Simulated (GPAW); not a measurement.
A run of GPAW 26.7.0:

The input run.py:

```python
from ase import Atoms
from ase.calculators.mixing import SumCalculator
from ase.filters import FrechetCellFilter
from ase.io import write
from ase.optimize import BFGS
from dftd4.ase import DFTD4
from gpaw import GPAW, PW

atoms = Atoms(['Mo'],
              cell=[[-1.5838089719, 1.5838089719, 1.5838089719],
                    [1.5838089719, -1.5838089719, 1.5838089719],
                    [1.5838089719, 1.5838089719, -1.5838089719]],
              scaled_positions=[[0.0, 0.0, 0.0]],
              pbc=True)

calc = GPAW(mode=PW(600),
            xc='revPBE',
            kpts={'size': (12, 12, 12), 'gamma': True},
            occupations={'name': 'fermi-dirac', 'width': 0.05},
            nbands=16,
            convergence={'density': 1e-05, 'forces': 0.0001},
            maxiter=150,
            txt='gpaw.txt')
atoms.calc = SumCalculator([calc, DFTD4(method='revpbe')])
opt = BFGS(FrechetCellFilter(atoms), trajectory='relax.traj', logfile='-')
done = opt.run(fmax=0.01, steps=100)
calc.write('gs.gpw')
write('result.traj', atoms)
print('Converged:', done)
print('Cell:', atoms.cell.cellpar().round(4))
print('Volume:', round(atoms.get_volume(), 4))
print(atoms.get_scaled_positions().round(5))
```

Potentials or basis: the program's PAW data sets (release 1.2.1) made for this functional, pw.

Launch:

```bash
$ OMP_NUM_THREADS=1 python run.py
```

Hardware: 1 thread of Arm Neoverse V1, with other jobs on the host.

Task: How long does it take, and how much memory?

Result: It took 29 s on 1 thread of Arm Neoverse V1 (shared host), peak memory 0.17 GiB. Counts: scf iterations 25, plane waves 555, bands 16, k points 72, ion steps 3.
